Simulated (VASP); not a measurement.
# BP in VASP: relaxation of cell and atoms with PBEsol

Aim: the relaxation of cell and atoms of BP with PBEsol.

All numbers are computed with VASP 6.6.1; they aren't measurements. Logs are shortened: lines on timing, memory, paths and dates and some standing lists are left out, and cuts for length are marked.

## 1. The sheet as given

The cell holds a sheet with vacuum, 2 atoms: a = 3.200 Å, b = 3.200 Å, c = 16.000 Å, α = 90.00°, β = 90.00°, γ = 120.00°.

The cell was built by a generator and needn't be a form met in nature.

## 2. Relaxation of cell and atoms, PBEsol

Input file INCAR:

```
PREC = Accurate
ENCUT = 600
EDIFF = 1E-7
ISMEAR = 0
SIGMA = 0.03
LREAL = False
LASPH = True
NELM = 120
ALGO = Normal
ISIF = 3
LWAVE = False
LCHARG = False
GGA = PS
IBRION = 2
NSW = 40
EDIFFG = -0.005
LATTICE_CONSTRAINTS = .TRUE. .TRUE. .FALSE.
KPAR = 2
```

Input file KPOINTS:

```
regular mesh
0
Gamma
  12 12 1
```

Input file POSCAR:

```
BP
1.0
    3.2000000000      0.0000000000      0.0000000000
   -1.6000000000      2.7712812900      0.0000000000
    0.0000000000      0.0000000000     16.0000000000
B P
1 1
Direct
    0.3333330000      0.6666670000      0.5000000000
    0.6666670000      0.3333330000      0.5000000000
```

Potentials or basis: VASP PAW PBE potentials, release 64 (B, P).

Started as:

```console
> cat potpaw_PBE.64/B/POTCAR potpaw_PBE.64/P/POTCAR > POTCAR
> mpirun -np 2 vasp_std > vasp.out
```

OUTCAR:

```text
PREC = Accurate
   ENCUT = 600
   EDIFF = 1E-7
   ISMEAR = 0
   LREAL = False
   LASPH = True
   NELM = 120
   ISIF = 3
   GGA = PS
   IBRION = 2
   NSW = 40
   EDIFFG = -0.005

 ion  position               nearest neighbor table
   1  0.333  0.667  0.500-   2 1.85   2 1.85   2 1.85
   2  0.667  0.333  0.500-   1 1.85   1 1.85   1 1.85

  LATTYP: Found a hexagonal cell.
 ALAT       =     3.2000000000
 C/A-ratio  =     5.0000000000

  Lattice vectors:

 A1 = (   3.2000000000,   0.0000000000,   0.0000000000)
 A2 = (  -1.6000000000,   2.7712812900,   0.0000000000)
 A3 = (   0.0000000000,   0.0000000000,  16.0000000000)

Analysis of symmetry for initial positions (statically):
=====================================================================
 Subroutine PRICEL returns:
 Original cell was already a primitive cell.

 Routine SETGRP: Setting up the symmetry group for a
 hexagonal supercell.

 Subroutine GETGRP returns: Found 12 space group operations
 (whereof 12 operations were pure point group operations)
 out of a pool of 24 trial point group operations.

The static configuration has the point symmetry D_3h.

Analysis of symmetry for dynamics (positions and initial velocities):
=====================================================================
 Subroutine PRICEL returns:
 Original cell was already a primitive cell.

 Routine SETGRP: Setting up the symmetry group for a
 hexagonal supercell.

 Subroutine GETGRP returns: Found 12 space group operations
 (whereof 12 operations were pure point group operations)
 out of a pool of 24 trial point group operations.

The dynamic configuration has the point symmetry D_3h.

 Subroutine INISYM returns: Found 12 space group operations
 (whereof 12 operations are pure point group operations),
 and found     1 'primitive' translations

----------------------------------------------------------------------------------------

                                     Primitive cell

  volume of cell :     141.8896

  direct lattice vectors                    reciprocal lattice vectors
     3.200000000  0.000000000  0.000000000     0.312500000  0.180421959  0.000000000
    -1.600000000  2.771281290  0.000000000     0.000000000  0.360843919  0.000000000
     0.000000000  0.000000000 16.000000000     0.000000000  0.000000000  0.062500000

  length of vectors
     3.200000000  3.199999998 16.000000000     0.360843918  0.360843919  0.062500000

  position of ions in fractional coordinates (direct lattice)
     0.333333000  0.666667000  0.500000000
     0.666667000  0.333333000  0.500000000

  ion indices of the primitive-cell ions
   primitive index   ion index
                 1           1
                 2           2

----------------------------------------------------------------------------------------

 KPOINTS: regular mesh

Automatic generation of k-mesh.
 Grid dimensions read from file:
 generate k-points for:   12   12    1

 Generating k-lattice:

  Cartesian coordinates                     Fractional coordinates (reciprocal lattice)
     0.026041667  0.015035163  0.000000000     0.083333333  0.000000000  0.000000000
     0.000000000  0.030070327  0.000000000     0.000000000  0.083333333  0.000000000
     0.000000000  0.000000000  0.062500000     0.000000000  0.000000000  1.000000000

  Length of vectors
     0.030070327  0.030070327  0.062500000

  Shift w.r.t. Gamma in fractional coordinates (k-lattice)
     0.000000000  0.000000000  0.000000000

 Subroutine IBZKPT returns following result:
 ===========================================

 Found     19 irreducible k-points:

 Following reciprocal coordinates:
            Coordinates               Weight
  0.000000  0.000000  0.000000      1.000000
  0.083333 -0.000000  0.000000      6.000000
  0.166667 -0.000000  0.000000      6.000000
  0.250000 -0.000000  0.000000      6.000000
  0.333333 -0.000000  0.000000      6.000000
  0.416667  0.000000  0.000000      6.000000
[... 11 lines left out ...]
  0.333333  0.250000  0.000000     12.000000
  0.333333  0.333333  0.000000      2.000000
   k-points           NKPTS =     19   k-points in BZ     NKDIM =     19   number of bands    NBANDS=      8
   number of dos      NEDOS =    301   number of ions     NIONS =      2
   total plane-waves  NPLWV = 100352
   dimension x,y,z NGX =    28 NGY =   28 NGZ =  128
   dimension x,y,z NGXF=    56 NGYF=   56 NGZF=  256
   ions per type =               1   1
   NGX,Y,Z   is equivalent  to a cutoff of  14.55, 14.55, 13.30 a.u.
   NGXF,Y,Z  is equivalent  to a cutoff of  29.09, 29.09, 26.60 a.u.
 SYSTEM =  unknown system
   PREC   = accura    normal or accurate (medium, high low for compatibility)
   ISTART =      0    job   : 0-new  1-cont  2-samecut
   ICHARG =      2    charge: 1-file 2-atom 10-const
   ISPIN  =      1    spin polarized calculation?
   LNONCOLLINEAR =      F non collinear calculations
   LSORBIT =      F    spin-orbit coupling
   LASPH  =      T    aspherical Exc in radial PAW
   ENCUT  =  600.0 eV  44.10 Ry    6.64 a.u.   6.39  6.39 31.96*2*pi/ulx,y,z
   NELM   =    120;   NELMIN=  2; NELMDL= -5     # of ELM steps
   EDIFF  = 0.1E-06   stopping-criterion for ELM
   LREAL  =      F    real-space projection
   EDIFFG = -.5E-02   stopping-criterion for IOM
   NSW    =     40    number of steps for IOM
   IBRION =      2    ionic relax: 0-MD 1-quasi-New 2-CG
   NFREE  =      1    steps in history (QN), initial steepest desc. (CG)
   ISIF   =      3    stress and relaxation
   ISYM   =      2    0-nonsym 1-usesym 2-fastsym
   POTIM  = 0.5000    time-step for ionic-motion
   TEBEG  =    0.0;   TEEND  =   0.0 temperature during run
   PSTRESS=    0.0 pullay stress
   NELECT =       8.0000    total number of electrons
   NUPDOWN=      -1.0000    fix difference up-down
   EMIN   =  10.00;   EMAX   =-10.00  energy-range for DOS
   EFERMI =   0.00;   METHOD = LEGACY
   ISMEAR =     0;   SIGMA  =   0.03  broadening in eV -4-tet -1-fermi 0-gaus
   EFERMI_NEDOS =   21; number of points for ismear=-14 and -15
   IALGO  =     38    algorithm
   IMIX   =      4    mixing-type and parameters
     AMIX     =   0.40;   BMIX     =  1.00
     AMIX_MAG =   1.60;   BMIX_MAG =  1.00
  volume/ion in A,a.u.               =      70.94       478.76
  Fermi-wavevector in a.u.,A,eV,Ry     =   0.627752  1.186279  5.361680  0.394072
  Thomas-Fermi vector in A             =   1.689460
   LORBIT       =      0    0 simple, 1 ext, 2 COOP (PROOUT), +10 PAW based schemes
   GGA     = PS    functional components
   LHFCALC =     F    Hartree Fock is set to
   AEXX    =    0.0000 exact exchange contribution
   IVDW    =     0    specifies the selected vdW correction
   LEPSILON=     F    determine dielectric tensor
   LRPA    =     F    only Hartree local field effects (RPA)
 conjugate gradient relaxation of ions
 non-spin polarized calculation
 Gauss-broadening in eV      SIGMA  =   0.03
  energy-cutoff  :      600.00
  volume of cell :      141.89
 maximum number of plane-waves:      4775
 NGX is ok and might be reduce to    28
   NGX = 13   NGY = 13   NGZ = 63

--------------------------------------- Ionic step        1  -------------------------------------------

 number of electron       8.0000000 magnetization

 Free energy of the ion-electron system (eV)
  ---------------------------------------------------
  ext. energy  EPLUGINS =         0.00000000
  ---------------------------------------------------
  free energy    TOTEN  =       -12.71283981 eV

  energy without entropy =      -12.71283981  energy(sigma->0) =      -12.71283981

------------------------ aborting loop because EDIFF is reached ----------------------------------------

  FORCE on cell =-STRESS in cart. coord.  units (eV):
  Direction    XX          YY          ZZ          XY          YZ          ZX
  --------------------------------------------------------------------------------------
  -------------------------------------------------------------------------------------
  Total        0.0261379      0.0261379     -0.0070058      0.0000000      0.0000000     -0.0000000
  in kB        0.2951414      0.2951414     -0.0791072      0.0000000      0.0000000     -0.0000000
  external PRESSURE =       0.1703919 kB  Pullay stress =       0.0000000 kB

 VOLUME and BASIS-vectors are now :
 -----------------------------------------------------------------------------
  energy-cutoff  :      600.00
  volume of cell :      141.89
      direct lattice vectors                 reciprocal lattice vectors
     3.200000000  0.000000000  0.000000000     0.312500000  0.180421959  0.000000000
    -1.600000000  2.771281290  0.000000000     0.000000000  0.360843919  0.000000000
     0.000000000  0.000000000 16.000000000     0.000000000  0.000000000  0.062500000
[... 37 lines left out ...]
 POSITION                                       TOTAL-FORCE (eV/Angst)
 -----------------------------------------------------------------------------------
     -0.00000      1.84869      8.00000         0.000000      0.000000      0.000000
      1.60101      0.92434      8.00000        -0.000000      0.000000      0.000000
 -----------------------------------------------------------------------------------
    total drift:                               -0.000146      0.000084      0.000000

  FREE ENERGIE OF THE ION-ELECTRON SYSTEM (eV)
  ---------------------------------------------------
  free  energy   TOTEN  =       -12.7128292537 eV

  energy  without entropy=      -12.7128292537  energy(sigma->0) =      -12.71282925

--------------------------------------- Ionic step        3  -------------------------------------------

 number of electron       8.0000000 magnetization

 Free energy of the ion-electron system (eV)
  ---------------------------------------------------
  ext. energy  EPLUGINS =         0.00000000
  ---------------------------------------------------
  free energy    TOTEN  =       -12.71284568 eV

  energy without entropy =      -12.71284568  energy(sigma->0) =      -12.71284568

 E-fermi :  -2.9874     XC(G=0):  -2.6494

 val. band max:       -3.1443779137   @ k =   0.3333   0.3333   0.0000
 cond. band min:      -2.2741794115   @ k =   0.3333   0.3333   0.0000
 fundamental gap:      0.8701985022
 Fermi energy:        -2.9873908449

 k-point     1 :       0.0000    0.0000    0.0000
  band No.  band energies     occupation
      1     -16.8694      2.00000
      2      -7.3590      2.00000
      3      -4.7559      2.00000
      4      -4.7559      2.00000
      5       0.6834      0.00000
      6       1.5263      0.00000
      7       1.5264      0.00000
      8       1.9436      0.00000

 k-point     2 :       0.0833   -0.0000    0.0000
  band No.  band energies     occupation
      1     -16.7628      2.00000
      2      -7.2431      2.00000
      3      -5.2953      2.00000
      4      -4.9652      2.00000
      5       0.7991      0.00000
      6       1.3443      0.00000
      7       1.9640      0.00000
      8       2.0759      0.00000
[... 207 lines left out ...]
 POSITION                                       TOTAL-FORCE (eV/Angst)
 -----------------------------------------------------------------------------------
     -0.00000      1.84795      8.00000        -0.000000      0.000000      0.000000
      1.60037      0.92397      8.00000         0.000000     -0.000000      0.000000
 -----------------------------------------------------------------------------------
    total drift:                               -0.000145      0.000084      0.000000

  FREE ENERGIE OF THE ION-ELECTRON SYSTEM (eV)
  ---------------------------------------------------
  free  energy   TOTEN  =       -12.7128456810 eV

  energy  without entropy=      -12.7128456810  energy(sigma->0) =      -12.71284568

 reached required accuracy - stopping structural energy minimisation
```

Wall time 80 s (2 MPI ranks of Intel Xeon Platinum 8259CL at 2.50GHz (Skylake/Cascade Lake), shared host); peak memory 0.3 GiB.

Results:

- Free energy: -12.7128 eV
- Relaxed volume: 70.98 Å³/atom
- Relaxed cell: a = 3.201 Å, b = 3.201 Å, c = 16.000 Å, α = 90.00°, β = 90.00°, γ = 120.00°
- Space group after relaxing (to 0.05 Å): P-6m2 (No. 187)
- Energy gained by relaxing: 0.0 meV/atom
- Ionic steps: 3
- Band gap on the k mesh: 0.87 eV, direct

Final structure:
```
B P
1.0
     3.20074    0.00000    0.00000
    -1.60037    2.77192    0.00000
     0.00000    0.00000   16.00000
B P
1 1
Cartesian
  0.0000 1.8479 8.0000
  1.6004 0.9240 8.0000
```

Caveat: the PAW data sets were made with another functional, which shifts forces and pressure a little.
